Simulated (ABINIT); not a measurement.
## Quasiparticle gap of F (C2/m) in ABINIT

Wanted: ground state, empty states, screening and self-energy for F (C2/m).

Calculated with ABINIT 10.8.3; LDA and many-body steps on it, plane waves.

### 1. Set-up

The structure is monoclinic, space group C2/m (No. 12). The conventional cell has a = 5.301 Å, b = 3.035 Å, c = 7.047 Å, α = 90.00°, β = 107.37°, γ = 90.00°. Nearest to F lie 1 F at 1.41 Å. Nearest to F lie 1 F at 1.41 Å.

The cell and positions are those that the Materials Project relaxed with its own functionals (PBE, PBE+U or r2SCAN), kept fixed.

### 2. Ground state

This step: ABINIT 10.8.3; DFT, LDA, plane waves, norm-conserving pseudopotentials.

The ground-state density comes first.

Contents of run.abi:

```
acell 3*1.0 Angstrom
rprim 
  2.650494272500 -1.517320773400 0.000000000000
  2.650494272500 1.517320773400 -0.000000000000
  -2.103423892600 -0.000000000000 6.726107507300
ntypat 1
znucl 9
natom 4
typat 1 1 1 1
xred 
  0.504495130000 0.504495130000 0.400850110000
  0.085358160000 0.085358160000 0.098603260000
  0.495504870000 0.495504870000 0.599149890000
  0.914641840000 0.914641840000 0.901396740000
pp_dirpath "pseudos"
pseudos "F.upf"
ecut 36
ngkpt 8 8 4
nshiftk 1
shiftk 0 0 0
kptopt 1
chksymbreak 0
nband 20
occopt 1
tolvrs 1e-10
nstep 60
prtwf 0
optforces 0
optstress 0
indata_prefix "in"
outdata_prefix "out"
tmpdata_prefix "tmp"
```

Started as:

```console
$ OMP_NUM_THREADS=1 mpirun -n 8 abinit run.abi > log
```

Numbers of over 12 decimals in the logs are rounded to 6 here.

What it wrote:

```text
.Version 10.8.3 of ABINIT. v10.8.2 released Aug 2026.

 Symmetries : space group C2/m (# 12); Bravais mC (1-face-center monocl.)
================================================================================
 Values of the parameters that define the memory need of the present run
     intxc =       0    ionmov =       0      iscf =       7    lmnmax =       5
     lnmax =       5     mgfft =      72  mpssoang =       3    mqgrid =    3434
     natom =       4  nloc_mem =       1    nspden =       1   nspinor =       1
    nsppol =       1      nsym =       4    n1xccc =    2501    ntypat =       1
    occopt =       1   xclevel =       1
-    mband =          20        mffmem =           1         mkmem =          10
       mpw =        3790          nfft =       73728          nkpt =          78
================================================================================
  Rough estimation (10% accuracy) of disk space for files :
================================================================================

--------------------------------------------------------------------------------
------------- Echo of variables that govern the present computation ------------
--------------------------------------------------------------------------------
 -outvars: echo values of preprocessed input variables --------
            acell      1.8897261259E+00  1.8897261259E+00  1.8897261259E+00 Bohr

      chksymbreak           0
             ecut      3.60000000E+01 Hartree
-          fftalg         312

              ixc       -1012
              kpt      0.00000000E+00  0.00000000E+00  0.00000000E+00
                       1.25000000E-01  0.00000000E+00  0.00000000E+00
                       2.50000000E-01  0.00000000E+00  0.00000000E+00
                       3.75000000E-01  0.00000000E+00  0.00000000E+00
                       5.00000000E-01  0.00000000E+00  0.00000000E+00
                       1.25000000E-01  1.25000000E-01  0.00000000E+00
                       2.50000000E-01  1.25000000E-01  0.00000000E+00
                       3.75000000E-01  1.25000000E-01  0.00000000E+00
                       5.00000000E-01  1.25000000E-01  0.00000000E+00
   [... 39 further rows ...]
                      -3.75000000E-01  5.00000000E-01  2.50000000E-01
                      -2.50000000E-01  5.00000000E-01  2.50000000E-01
                       outvar_i_n : Printing only first  50 k-points.
         kptrlatt        8    0    0      0    8    0      0    0    4
          kptrlen      4.58771313E+01
P           mkmem          10
            natom           4
            nband          20
            ngfft          32      32      72
             nkpt          78
            nstep          60
             nsym           4
           ntypat           1
              occ      2.000000  2.000000  2.000000  2.000000  2.000000  2.000000
                       2.000000  2.000000  2.000000  2.000000  2.000000  2.000000
                       2.000000  2.000000  0.000000  0.000000  0.000000  0.000000
                       0.000000  0.000000
        optforces           0
        optstress           0
            prtwf           0
            rprim      2.6504942725E+00 -1.5173207734E+00  0.0000000000E+00
[...]
spgroup          12

           tolvrs      1.00000000E-10

             xred      5.0449513000E-01  5.0449513000E-01  4.0085011000E-01
[...]
znucl        9.00000

================================================================================

 chkinp: Checking input parameters for consistency.

================================================================================
== DATASET  1 ==================================================================
-   mpi_nproc: 8, omp_nthreads: 1 (-1 if OMP is not activated)

--- !DatasetInfo
iteration_state: {dtset: 1, }
dimensions: {natom: 4, nkpt: 78, mband: 20, nsppol: 1, nspinor: 1, nspden: 1, mpw: 3790, }
cutoff_energies: {ecut:  36.0, pawecutdg:  -1.0, }
electrons: {nelect:   2.80000000E+01, charge:   0.00000000E+00, occopt:   1.00000000E+00, tsmear:   1.00000000E-02, }

 Real(R)+Recip(G) space primitive vectors, cartesian coordinates (Bohr,Bohr^-1):
 R(1)=  5.0087083 -2.8673207  0.0000000  G(1)=  0.0998261 -0.1743788  0.0312182
 R(2)=  5.0087083  2.8673207  0.0000000  G(2)=  0.0998261  0.1743788  0.0312182
 R(3)= -3.9748951  0.0000000 12.7105011  G(3)=  0.0000000  0.0000000  0.0786751
 Unit cell volume ucvol=  3.6508558E+02 bohr^3
 Angles (23,13,12)=  1.05012474E+02  1.05012474E+02  5.95794353E+01 degrees

 getcut: wavevector=  0.0000  0.0000  0.0000  ngfft=  32  32  72
         ecut(hartree)=     36.000   => boxcut(ratio)=   2.00168

--- Pseudopotential description ------------------------------------------------
- F Generated using ONCVPSP code by D. R. Hamann
-  9.00000   7.00000  201202                  znucl, zion, pspdat
12 -1012 2 -1 824                             pspcod,pspxc,lmax,lloc,mmax
     nproj     2     2     1
  pspatm : epsatm=    4.94580260
         --- l  ekb(1:nproj) -->
[...]
2   -2.364936
 pspatm: atomic psp has been read  and splines computed

   5.53929891E+02                                ecore*ucvol(ha*bohr**3)
--------------------------------------------------------------------------------

_setup2: Arith. and geom. avg. npw (full set) are    3766.051    3766.042

================================================================================

--- !BeginCycle
iteration_state: {dtset: 1, }
solver: {iscf: 7, nstep: 60, nline: 4, wfoptalg: 0, }
tolerances: {tolvrs: 1.00E-10, }

     iter   Etot(hartree)      deltaE(h)  residm     vres2
 ETOT  1  -97.835018820037    -9.784E+01 2.227E-01 6.215E+01
 ETOT  2  -97.928358125135    -9.334E-02 1.570E-02 6.566E+00
 ETOT  3  -97.930586972082    -2.229E-03 8.658E-04 2.074E-01
 ETOT  4  -97.930690757726    -1.038E-04 4.972E-04 3.953E-02
 ETOT  5  -97.930695882502    -5.125E-06 3.966E-04 6.049E-03
 ETOT  6  -97.930696402651    -5.201E-07 5.003E-04 2.451E-03
 ETOT  7  -97.930696445184    -4.253E-08 2.472E-04 3.661E-04
 ETOT  8  -97.930696451180    -5.996E-09 2.256E-04 1.722E-04
 ETOT  9  -97.930696456980    -5.800E-09 8.325E-05 1.195E-06
 ETOT 10  -97.930696457034    -5.441E-11 1.259E-04 1.831E-08
 ETOT 11  -97.930696457035    -1.009E-12 4.920E-05 5.747E-10
 ETOT 12  -97.930696457036    -4.832E-13 1.147E-04 3.273E-11

 At SCF step   12       vres2   =  3.27E-11 < tolvrs=  1.00E-10 =>converged.

--- !ResultsGS
iteration_state: {dtset: 1, }
comment   : Summary of ground state results
lattice_vectors:
- [  5.0087083,  -2.8673207,   0.0000000, ]
- [  5.0087083,   2.8673207,  -0.0000000, ]
- [ -3.9748951,  -0.0000000,  12.7105011, ]
lattice_lengths: [   5.77137,    5.77137,   13.31753, ]
lattice_angles: [105.012, 105.012,  59.579, ] # degrees, (23, 13, 12)
lattice_volume:   3.6508558E+02
convergence: {deltae: -4.832E-13, res2:  3.273E-11, residm:  1.147E-04, diffor:  0.000E+00, }
etotal    :  -9.79306965E+01
entropy   :   0.00000000E+00
fermie    :  -1.47597402E-01
cartesian_stress_tensor: null
pressure_GPa: null
xred      :
- [  5.0450E-01,   5.0450E-01,   4.0085E-01,  F]
- [  8.5358E-02,   8.5358E-02,   9.8603E-02,  F]
- [  4.9550E-01,   4.9550E-01,   5.9915E-01,  F]
- [  9.1464E-01,   9.1464E-01,   9.0140E-01,  F]
cartesian_forces: null
force_length_stats: {min: null, max: null, mean: null, }

 Integrated electronic density in atomic spheres:
 ------------------------------------------------
 Atom  Sphere_radius  Integrated_density
[...]
4        2.00000          7.03623668
================================================================================

 ----iterations are completed or convergence reached----

 Mean square residual over all n,k,spin=   13.040E-08; max=  11.466E-05
 reduced coordinates (array xred) for    4 atoms
       0.504495130000      0.504495130000      0.400850110000
       0.085358160000      0.085358160000      0.098603260000
       0.495504870000      0.495504870000      0.599149890000
       0.914641840000      0.914641840000      0.901396740000
 rms dE/dt=  0.0000E+00; max dE/dt=  0.0000E+00; dE/dt below (all hartree)
    1       0.000000000000      0.000000000000      0.000000000000
    2       0.000000000000      0.000000000000      0.000000000000
    3       0.000000000000      0.000000000000      0.000000000000
    4       0.000000000000      0.000000000000      0.000000000000

 cartesian coordinates (angstrom) at end:
    1      1.831165     0.000000     2.696161
    2      0.245078    -0.000000     0.663216
    3      1.366399    -0.000000     4.029947
    4      2.952486     0.000000     6.062891
 length scales=  1.889726125908  1.889726125908  1.889726125908 bohr
              =  1.000000000000  1.000000000000  1.000000000000 angstroms
 prteigrs : about to open file out_EIG
 Fermi (or HOMO) energy (hartree) =  -0.14760   Average Vxc (hartree)=  -0.33855
 Eigenvalues (hartree) for nkpt=  78  k points:
 kpt#   1, nband= 20, wtk=  0.00391, kpt=  0.0000  0.0000  0.0000 (reduced coord)
  -1.06872   -1.06106   -0.83641   -0.81537   -0.41736   -0.37352   -0.27343   -0.27201
  -0.26890   -0.26735   -0.16488   -0.15688   -0.15613   -0.15038   -0.06820   -0.02303
   0.18924    0.26957    0.32200    0.54973
 prteigrs : prtvol=0 or 1, do not print more k-points.

--- !EnergyTerms
iteration_state     : {dtset: 1, }
comment             : Components of total free energy in Hartree
kinetic             :  6.29199005645808E+01
hartree             :  3.32906896475077E+01
xc                  : -2.10930540795065E+01
Ewald energy        : -5.61772268115315E+01
psp_core            :  1.51726040663670E+00
local_psp           : -1.08393137614668E+02
non_local_psp       : -9.99512857005472E+00
total_energy        : -9.79306964570356E+01
total_energy_eV     : -2.66483000663032E+03
band_energy         : -1.27661259686374E+01

== END DATASET(S) ==============================================================
================================================================================

 -outvars: echo values of variables after computation  --------
           etotal     -9.7930696457E+01
            nband          20
             nkpt          78
          spgroup          12
 [... the other variables as echoed above ...]

 Calculation completed.
```

The job ended after 23 s (8 MPI ranks of Arm Neoverse V1, shared host; peak memory 0.73 GiB).

Numbers from this step:

```yaml
total_energy: -2664.8300 eV
gap: 2.161 eV
k_of_the_valence_top: 0.5, 0.5, 0
k_of_the_conduction_bottom: 0, 0, 0
least_direct_gap: 2.236 eV
```

The gap is indirect, with the least direct gap 0.08 eV higher.

(Part 1 of 3 ends here.)

[Paths, hosts, dates, memory and timing lines, banners, echoed tables and standing remarks are left out of the program output.]

[Logs are printed without paths, hosts, clocks, repeated set-up lines and the standing remarks that a program may print on its own settings, such as how far it seeks lower states.]

[Runs of the session that timed out or met a known fault of the program may be left out.]

[Hosts, paths, dates, database ids (printed as entryN), source tags and the programs' standing remarks are cut or masked in the printed files.]

[G0W0 gaps are taken among the corrected bands and points alone; a level outside them can change the order at an edge.]

[Where Ansatz stands beside ABINIT at settings called matched, ABINIT's density can come from a denser mesh and the files from another edition; pairs whose starting gaps differed by over 0.03 eV were left out, so agreement reads better than it is.]
